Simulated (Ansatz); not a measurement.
A decomposition energy, worked out: Li2H

Level of theory: DFT PBE, scalar-relativistic, plane waves, PAW in Ansatz. All cells share a 420 eV cutoff and Γ-centred k meshes spaced at most about 0.3 Å⁻¹ (about 0.25 or finer for metals, 2π included). No spin polarisation.

Energies over the elements count from the elements' standard structures at the same level (H₂ as a molecule), with no fitted energy shifts.

Temperature and zero-point effects are left out. With hydrogen, zero-point motion can shift formation energies by some tens of meV/atom.

A trial structure of Li2H (reached from: random cell; relaxed: space group P4/mmm (No. 123), a = 2.556 Å, c = 5.158 Å) has a formation energy of -0.092 eV/atom. At its composition the lowest mixture among the elements and 1 reference phase computed alike (others may be missing) consists of these:

```tsv
phase	source	ΔE_f (eV/atom)
Li (solid)	element	-0.004
LiH (Fm-3m)	textbook type	-0.417
```

The lowest database cell of Li (-0.004) lies slightly below the reference, hence the non-zero entry.

Problem. Write the balanced decomposition and find its energy per atom, per formula unit and per mole of formula units.

Solution. Balancing Li and H gives Li2H → Li + LiH. The left side holds 3 atoms, and the products take 1/3 (Li) and 2/3 (LiH) of them. The mixture therefore lies at 1/3 × (-0.004) + 2/3 × (-0.417) = -0.279 eV/atom. The reaction energy is -0.279 − (-0.092) = -0.187 eV/atom. Times 3 atoms that is -0.561 eV per Li2H, and times 96.485 it is -54 kJ per mole of Li2H. Decomposition is downhill, so the trial structure is unstable against this mixture.
